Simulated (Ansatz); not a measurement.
# Nb2NOS MXene bilayer (AA) in a perpendicular field, part 2 of 2

Wanted: the out-of-plane response of the Nb2NOS MXene bilayer (AA). A positive field points along +c.

Ansatz 0.2.0; plane-wave DFT, r2SCAN-D4, Ansatz PAW.

So far. Step 7 (Single point, field 0.2 V/Å): The dipole is 0.146 e·Å, 0.139 e·Å from its value without field. Step 8 (Atoms held, field 0.3 V/Å): The dipole is 0.215 e·Å, 0.209 e·Å from its value without field.

## 9. Response, atoms held (continued)

Local field over the applied field, running mean. From the potentials at -0.05 and 0.05 V/Å; running mean over 2.5 Å. The local field over applied field by z:

| z (Å) | local field over applied field |
| --- | --- |
| 4.5 | 0.999 |
| 5.0 | 0.998 |
| 5.5 | 0.993 |
| 6.0 | 0.977 |
| 6.5 | 0.932 |
| 7.0 | 0.833 |
| 7.5 | 0.678 |
| 8.0 | 0.501 |
| 8.5 | 0.320 |
| 9.0 | 0.172 |
| 9.5 | 0.0840 |
| 10.0 | 0.0419 |
| 10.5 | 0.0253 |
| 11.0 | 0.0230 |
| 11.5 | 0.0176 |
| 12.0 | 0.00524 |
| 12.5 | 0.00150 |
| 13.0 | 9.8e-4 |
| 13.5 | 0.00339 |
| 14.0 | 0.00522 |
| 14.5 | 0.00828 |
| 15.0 | 0.0115 |
| 15.5 | 0.0119 |
| 16.0 | 0.0101 |
| 16.5 | 0.00676 |
| 17.0 | 0.00287 |
| 17.5 | 3.8e-4 |
| 18.0 | -0.00187 |
| 18.5 | -0.00547 |
| 19.0 | -0.00323 |
| 19.5 | 0.00587 |
| 20.0 | 0.0216 |
| 20.5 | 0.0524 |
| 21.0 | 0.118 |
| 21.5 | 0.229 |
| 22.0 | 0.386 |
| 22.5 | 0.559 |
| 23.0 | 0.727 |
| 23.5 | 0.863 |
| 24.0 | 0.949 |
| 24.5 | 0.985 |
| 25.0 | 0.996 |
| 25.5 | 0.999 |
| 26.0 | 1.000 |
| 26.5 | 1.000 |

Electrons, planar mean, per unit field. Induced electron density against z:

| z (Å) | induced electron density (e/Å³ per V/Å) |
| --- | --- |
| 5 | 8.2e-6 |
| 6 | 9.7e-5 |
| 7 | 9.4e-4 |
| 8 | 0.00367 |
| 9 | 0.00100 |
| 10 | -9.6e-4 |
| 11 | 1.3e-4 |
| 12 | 6.9e-6 |
| 13 | 1.6e-4 |
| 14 | -1.3e-4 |
| 15 | -2.3e-5 |
| 16 | 8.4e-5 |
| 17 | 1.8e-5 |
| 18 | 5.0e-5 |
| 19 | 1.8e-4 |
| 20 | -3.8e-4 |
| 21 | -2.9e-4 |
| 22 | -0.00179 |
| 23 | -0.00202 |
| 24 | -2.1e-4 |
| 25 | -1.5e-5 |
| 26 | -9.5e-7 |

By hand: between -0.05 and 0.05 V/Å the dipole changes by 0.06970 e·Å, a slope of 0.6970 e·Å²/V. A perfect conductor of thickness t has p = ε₀AEt, so t = 180.95 × 0.6970 / 8.863 = 14.23 Å (e/ε₀ = 180.95 V·Å, A in Å²).

The induced dipole is that of a conductor 14.23 Å thick.

## 10. Varying the input

This step: plane-wave DFT, r2SCAN-D4, Ansatz PAW (Ansatz 0.2.0).

An input spoilt on purpose, to show how the run answers: it repeats the earlier run at 0.05 V/Å with efield.ramp_width from 0.06 to 0.9, and scf.max_iter set to 80.

input.yaml

```yaml
crystal:
  lattice:
    - [3.1991190948, 0.0, 0.0]
    - [-1.5995595474, 2.7705184058, 0.0]
    - [0.0, 0.0, 30.8287817159]
  atoms:
    - { symbol: S, position: [0.3333333333, 0.6666666667, 0.2919349873] }
    - { symbol: Nb, position: [0.6666666667, 0.3333333333, 0.3445362726] }
    - { symbol: "N", position: [0.0, 0.0, 0.3848016745] }
    - { symbol: Nb, position: [0.3333333333, 0.6666666667, 0.4210107452] }
    - { symbol: O, position: [0.6666666667, 0.3333333333, 0.4537595118] }
    - { symbol: S, position: [0.3333333333, 0.6666666667, 0.5460984203] }
    - { symbol: Nb, position: [0.6666666667, 0.3333333333, 0.598641517] }
    - { symbol: "N", position: [0.0, 0.0, 0.6388820916] }
    - { symbol: Nb, position: [0.3333333333, 0.6666666667, 0.6750296888] }
    - { symbol: O, position: [0.6666666667, 0.3333333333, 0.7080650127] }
kpoints:
  mp_grid: { grid: [18, 18, 1] }
  band_path:
    path: [[0, 0, 0], [0.5, 0, 0], [0.33333333, 0.33333333, 0], [0, 0, 0]]
    npoints: 16
hamiltonian:
  xc: r2scan
  dispersion: d4
scf:
  occupations: { method: fermi_dirac, width: 0.05 }
  convergence: { dr2_threshold: 1.0e-10 }
  max_iter: 80
efield:
  axis: 3
  dipole_correction: true
  ramp_position: 0.97
  ramp_width: 0.9
  amplitude: 0.05
output:
  write_potential: true
  write_density: true
  volumetric_format: npy
```

Run with:

```sh
ansatz run input.yaml --threads 4 --pin off --max-ram 12288MiB --backend cpu --events-out ev --progress --plain --runs-dir out
```

Elapsed: 0.67 s, on 4 threads of Intel Xeon Platinum 8259CL at 2.50GHz (Skylake/Cascade Lake), shared host; peak memory 0.6 GiB.

The program refused the input before any cycle.

The program's message: “Error: efield: ion 0 (S) at fractional coordinate 0.2919 along the field axis lies inside the sawtooth ramp with 2 of the planes that the density is read on at each end, [0.9611, 0.8789] — the ramp mu …”

The fault put into the input: a ramp so wide that it reaches the atoms.

## 11. Varying the input: scf.n_extra_bands = 8

Another changed input: it repeats the earlier run at 0.05 V/Å with scf.n_extra_bands to 8.

Changes to input.yaml since step 10:

```diff
@@ -27,3 +27,3 @@
   convergence: { dr2_threshold: 1.0e-10 }
-  max_iter: 80
+  n_extra_bands: 8
 efield:
@@ -32,3 +32,3 @@
   ramp_position: 0.97
-  ramp_width: 0.9
+  ramp_width: 0.06
   amplitude: 0.05
```

Wall time 47 s (4 threads); peak memory 1.5 GiB; 3.1 min of CPU time.

Numbers from this step:

| Property | Result |
| --- | --- |
| energy at zero smearing | -21984.4750 eV |
| dipole along the normal | 0.04105 e·Å |

Electronic bands along the path, in eV, zero at the Fermi level:

| point | band 39 | band 40 | band 41 | band 42 | band 43 | band 44 | band 45 | band 46 |
| --- | --- | --- | --- | --- | --- | --- | --- | --- |
| Γ | -1.56 | -1.56 | -1.22 | -1.22 | -1.21 | -1.21 | -0.51 | -0.46 |
| halfway | -2.30 | -2.28 | -1.87 | -1.72 | 0.19 | 0.21 | 0.52 | 0.61 |
| M | -2.37 | -2.34 | -2.32 | -2.20 | 0.89 | 0.97 | 1.30 | 1.31 |
| halfway | -3.18 | -3.11 | -1.32 | -1.22 | 0.71 | 0.74 | 0.99 | 1.04 |
| K | -3.77 | -3.73 | -0.50 | -0.32 | 0.20 | 0.23 | 0.64 | 0.67 |
| halfway | -2.66 | -2.62 | -1.01 | -0.90 | -0.73 | -0.65 | 1.21 | 1.23 |
| Γ | -1.56 | -1.56 | -1.22 | -1.22 | -1.21 | -1.21 | -0.51 | -0.46 |

| quantity | this run | earlier run | difference |
| --- | --- | --- | --- |
| dipole along the normal (e·Å) | 0.04105 | 0.04105 | -3.9e-7 |

The dipole moves by under 0.5 % or 5e-5 e·Å.

Of the bands kept, 4 cross the Fermi level on this path.

## 12. What came out

* gap without field: none
* work function, upper face: 5.43 eV
* step between the vacuum levels: -0.127 eV
* equivalent conductor thickness, atoms held: 14.2 Å

The induced dipole equals that of a perfect conductor 14.23 Å thick, while the outer atoms lie 12.83 Å apart. The two faces differ: the vacuum level above lies 0.13 eV lower than the one below. There is no gap over 0.03 eV, with or without the field. The first relaxation ran with spin and lost its moment, and the later runs have none; other magnetic states were not tried. Spin-orbit coupling is left out. The MXene's terminations sit over the metal atoms of its far layer; the site over carbon or nitrogen, which some compounds prefer, was not run.

[Logs are printed without paths, hosts, clocks, repeated set-up lines and the standing remarks that a program may print on its own settings, such as how far it seeks lower states.]

[Hosts, paths, dates, database ids (printed as entryN), source tags and the programs' standing remarks are cut or masked in the printed files.]

[Maps of the electrostatic potential energy from Ansatz leave out the sawtooth potential of an applied field or a dipole correction, so their vacuum need not be flat; planar profiles and work functions include it.]
